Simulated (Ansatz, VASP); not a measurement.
**Two plane-wave programs on Rb**

```xyz
2
Lattice="4.3249 -2.6212 0.2251 4.3249 2.6212 0.2251 -2.8335 0.0000 7.9734" Properties=species:S:1:pos:R:3 pbc="T T T"
Rb    1.4539    0.0000    2.1294
Rb    4.3623    0.0000    6.2941
```

Alike in both runs: functional PBE; k mesh 4 × 4 × 4; occupations gaussian, width 0.1 eV; no spin polarisation.

Ansatz relaxed the structure, and its values are those at the end. VASP's run is a single point on that final structure, the one shown.

|  | VASP | Ansatz |
| --- | --- | --- |
| version | VASP 6.6.1 | Ansatz 0.2.0 |
| potentials or method | VASP PAW PBE potentials, release 64 (Rb_sv) | scalar-relativistic, plane waves, PAW |
| plane-wave cutoff (eV) | 520 | 420 |
| valence electrons in the cell | 18 | 18 |

|  | VASP | Ansatz | Ansatz less VASP |
| --- | --- | --- | --- |
| gap on the k mesh at the Fermi level (eV) | none | none | - |
| pressure (GPa) | 0.0 | 0.0 | 0.00 |
| rms of the force components (eV/Å) | 0.010 | 0.010 | +0.0003 |

A gap of «none» marks a metal or a gap that the smearing closes.
